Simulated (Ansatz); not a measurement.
**Fe under compression and expansion**

```
Fe
1.0
     2.43416    0.00000    0.00000
    -1.21708    2.10804    0.00000
     0.00000    0.00000    3.84193
Fe
2
Direct
  0.33333 0.66667 0.25000
  0.66667 0.33333 0.75000
```

The conventional cell has a = 2.434 Å, b = 2.434 Å, c = 3.842 Å, α = 90.00°, β = 90.00°, γ = 120.00°. Around Fe (atom 1) lie 12 Fe at 2.38 to 2.43 Å.

Structure from Materials Project entry mp-136 (possibly hypothetical), not relaxed further.

Spin polarisation is left out, and whether a magnetic state lies lower isn't shown here.

Levels of theory: DFT, PBE, all-electron LAPW, scalar-relativistic (Ansatz 0.2.0); DFT, PBE, PAW with Ansatz's default frozen-core files, scalar-relativistic (Ansatz 0.2.0).

For LAPW: a Γ-centred 17×17×10 k mesh, Fermi–Dirac smearing of 0.08 eV, basis error target 0.25 meV/atom, no spin polarisation. PAW takes a cutoff of 420 eV at this cell. The Ansatz runs share mesh, smearing and spin set-up. Plane-wave (PAW) pressures include the program's estimate of the Pulay term.

The cell above is scaled evenly, with fractional coordinates and shape held.

```tsv
V/V(cell)	V (Å³/atom)	P, LAPW (GPa)	P, PAW (GPa)
0.9400	9.266	34.77	34.94
0.9405	9.271	?	?
0.9600	9.463	25.90	26.06
0.9800	9.660	17.95	18.09
0.9900	9.759	14.28	14.42
1.0000	9.857	10.81	10.94
1.0100	9.956	7.52	7.65
1.0200	10.054	4.40	4.52
1.0400	10.251	-1.35	-1.24
1.0600	10.448	-6.51	-6.41
```

Fill in the row V/V(cell) = 0.9405.

P, LAPW (GPa) = 34.54, P, PAW (GPa) = 34.71.

What do Birch–Murnaghan fits to the pressures give?

LAPW: V0 = 10.20 Å³/atom, B0 = 289 GPa, B0′ = 4.6; PAW: V0 = 10.21 Å³/atom, B0 = 289 GPa, B0′ = 4.6.

PAW's V0 lies 0.04 % from the all-electron value and its B0 0.0 %. With shape and internal coordinates held, B0 is an upper bound to the relaxed modulus.
